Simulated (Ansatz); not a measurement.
Runs of Ansatz 0.2.0 on InSe. The structure is trigonal, space group R3m (No. 160). Conventional cell: a = 4.000 Å, b = 4.000 Å, c = 25.320 Å, α = 90.00°, β = 90.00°, γ = 120.00°. In (site symmetry 3m) is surrounded by 3 Se at 2.63 Å and 1 In at 2.82 Å. In (site symmetry 3m) is surrounded by 3 Se at 2.64 Å and 1 In at 2.82 Å. Se (site symmetry 3m) is surrounded by 3 In at 2.63 Å. Se (site symmetry 3m) has 3 In at 2.64 Å as nearest neighbours. 

| task | level | potentials or basis | cell | cutoff (eV) | points for each segment of the path | gap on the mesh (eV) | pressure (GPa) | largest force (eV/Å) |
| --- | --- | --- | --- | --- | --- | --- | --- | --- |
| band structure | PBE | Ansatz PAW | as given | 420 | 14 | 0.44 | (c) | (a) |
| band structure | rPW86-PBE | Ansatz PAW | as given | 420 | 14 | (b) | 5.1 | 0.50 |
| relaxation of cell and atoms | r2SCAN+D3(BJ) | Ansatz PAW | relaxed | 500 | - | 0.83 | 0.0 | - |
| band structure | PBE | Ansatz PAW large core | as given | 420 | 14 | 0.44 | 2.8 | 0.37 |

Alike in all rows: no spin polarisation; k mesh 8 × 8 × 8; smearing fermi-dirac 0.05 eV.

Fill in the values left out.

(a) 0.36; (b) 0.34; (c) 2.7.

Caveats: spin-orbit coupling is left out, which moves the levels of the heavy elements; the PAW data sets come from PBE, with cores solved anew for the run's functional, which leaves a small shift of forces and pressure (some runs); the plane-wave basis is chosen anew once the cell has moved, so the energies of steps on either side of that aren't comparable (some runs); the dispersion damping was fitted for another functional or another form of the correction (some runs); this set keeps more shells in the core, which shifts pressures and gaps (some runs).

A k mesh can miss the band edges, and the runs leave out spin-orbit coupling on In, Se.

The runs don't all hold the same shells in valence.
